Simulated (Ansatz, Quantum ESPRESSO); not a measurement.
**HfO2: 5 runs at one level of theory**

```
CELL_PARAMETERS angstrom
5.21946 0.00000 0.00000
0.00000 5.00476 0.00000
0.00000 0.00000 5.03269
ATOMIC_POSITIONS crystal
Hf 0.96699 0.73252 0.74144
Hf 0.53301 0.73252 0.24144
Hf 0.46699 0.26748 0.74144
Hf 0.03301 0.26748 0.24144
O 0.63213 0.92865 0.87927
O 0.86787 0.92865 0.37927
O 0.23395 0.53988 0.49229
O 0.26605 0.53988 0.99229
O 0.76605 0.46012 0.99229
O 0.73395 0.46012 0.49229
O 0.13213 0.07135 0.87927
O 0.36787 0.07135 0.37927
```

Measurements of this composition are mostly on another form, of space group No. 14.

Alike in all runs: task band structure; functional PBE; k mesh 5 × 6 × 5; occupations fermi-dirac, width 0.05 eV; no spin polarisation; no spin-orbit coupling. Pressure is positive in compression and, in plane waves, holds the error of the finite cutoff, which Ansatz's Pulay term estimates and takes out. Gaps are the smaller of the mesh's and the band path's.

| program and potentials | plane-wave cutoff (eV) | notes | band gap (eV) | pressure (GPa) | largest force (eV/Å) |
| --- | --- | --- | --- | --- | --- |
| Ansatz, Ansatz PAW | 420 | 12.67 valence electrons an atom on average; Pulay term of +0.83 GPa included | 4.48 | 9.76 | 0.117 |
| Ansatz, Ansatz PAW polarizable | 420 | 12.67 valence electrons an atom on average; Pulay term of +0.83 GPa included | 4.48 | 9.76 | 0.116 |
| Quantum ESPRESSO, SSSP 1.3 efficiency PBE | 816 | 8 valence electrons an atom on average | 4.48 | 7.63 | 0.085 |
| Ansatz, Ansatz PAW (files of its older set among them) | 900 | 12.67 valence electrons an atom on average; Pulay term of +0.07 GPa included | 4.48 | 9.84 | 0.118 |
| Ansatz, PseudoDojo standard (PBE files) | 1143 | 8 valence electrons an atom on average; Pulay term of +0.04 GPa included | 4.50 | 7.16 | 0.080 |

Force on atom 8 (O), eV/Å:

```tsv
program and potentials	x	y	z
Ansatz, Ansatz PAW	-0.034	0.079	-0.078
Ansatz, Ansatz PAW polarizable	-0.034	0.079	-0.078
Quantum ESPRESSO, SSSP 1.3 efficiency PBE	-0.014	0.060	-0.059
Ansatz, Ansatz PAW (files of its older set among them)	-0.034	0.079	-0.081
Ansatz, PseudoDojo standard (PBE files)	-0.006	0.044	-0.054
```

The band gap spans 4.48 (Ansatz, Ansatz PAW (files of its older set among them)) to 4.50 eV (Ansatz, PseudoDojo standard (PBE files)). The pressure spans 7.16 (Ansatz, PseudoDojo standard (PBE files)) to 9.84 GPa (Ansatz, Ansatz PAW (files of its older set among them)). The paths' points differ, which is worth about 0.01 eV.

The functional is the same throughout but for its coding, so the spread measures potentials, basis and numerics; runs on potential files found faulty are left out.

The gap barely responds to the choice of potential, whereas the pressure falls into two groups: 9.76 to 9.84 GPa with 12.67 valence electrons per atom, and 7.16 to 7.63 GPa with 8. The electron counts imply that the filled Hf 4f shell is treated as valence in the first group and frozen into the core in the second. Its relaxation and overlap with the semicore density probably contribute to the difference, though other details of the potentials' construction could do so too. The gap is insensitive because it separates O 2p states from empty Hf 5d states, with the 4f shell lying deeper. Its agreement across potentials doesn't make it accurate: a semilocal functional lacks the derivative discontinuity and places the gap of hafnia well below experiment.

The positive pressures show that PBE favours a larger cell in every run, and the remaining forces that the atoms are not fully relaxed either. The atomic arrangement is that of the polar orthorhombic phase, but its stability relative to the monoclinic form remains untested.
